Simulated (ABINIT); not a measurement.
Crystal: CsPbBr3.

```xyz
5
Lattice="5.8700 0.0000 0.0000 0.0000 5.8700 0.0000 0.0000 0.0000 5.8700" Properties=species:S:1:pos:R:3 pbc="T T T"
Pb    2.9350    2.9350    2.9350
Cs    0.0000    0.0000    0.0000
Br    2.9350    2.9350    0.0000
Br    2.9350    0.0000    2.9350
Br    0.0000    2.9350    2.9350
```

Measurements of this composition are mostly on another form, of space group No. 62.

Base run:

```yaml
Program: ABINIT 10.8.3 (patched build)
Functional: PBEsol
Potentials_or_basis: PseudoDojo NC SR PBEsol v0.4.1 standard
Cutoff: 762 eV
k_mesh: 5 × 5 × 5
Occupations: fermi-dirac, width 0.05 eV
Spin: no spin polarisation
```

Its results: pressure 0.0 GPa.

Problem. The run is repeated on the same cell with these changes: functional from PBEsol to PBE; potentials or basis from PseudoDojo NC SR PBEsol v0.4.1 standard to JTH PAW PBE v2.0; cutoff from 762 eV to 599 eV. What comes out?

Solution. Pressure 1.4 GPa.

Not every run made on this cell is shown here.
